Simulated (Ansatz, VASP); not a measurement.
B in VASP and in Ansatz

```xyz
1
Lattice="1.8866 0.0000 0.0000 0.0000 1.8866 0.0000 0.0000 0.0000 1.8866" Properties=species:S:1:pos:R:3 pbc="T T T"
B     0.9433    0.9433    0.9433
```

Alike in both runs: task relaxation of cell and atoms; functional PBE; k mesh 28 × 28 × 28; occupations gaussian, width 0.1 eV; no spin polarisation.

|  | VASP | Ansatz |
| --- | --- | --- |
| version | VASP 6.6.1 | Ansatz 0.2.0 |
| potentials or method | VASP PAW PBE potentials, release 64 (B) | scalar-relativistic, plane waves, PAW |
| plane-wave cutoff (eV) | 600 | 420 |
| valence electrons in the cell | 3 | 3 |

VASP gave:

| Property | Result |
| --- | --- |
| gap on the k mesh at the Fermi level, each at its own relaxed structure (eV) | none |
| relaxed volume (Å³/atom) | 6.69 |
| relaxed cell length with the largest relative difference (Å) | 1.884 |

Task: What did Ansatz give for the same quantities?

Result: gap on the k mesh at the Fermi level, each at its own relaxed structure (eV): none; relaxed volume (Å³/atom): 6.70; relaxed cell length with the largest relative difference (Å): 1.885.

A gap of «none» marks a metal or a gap that the smearing closes.
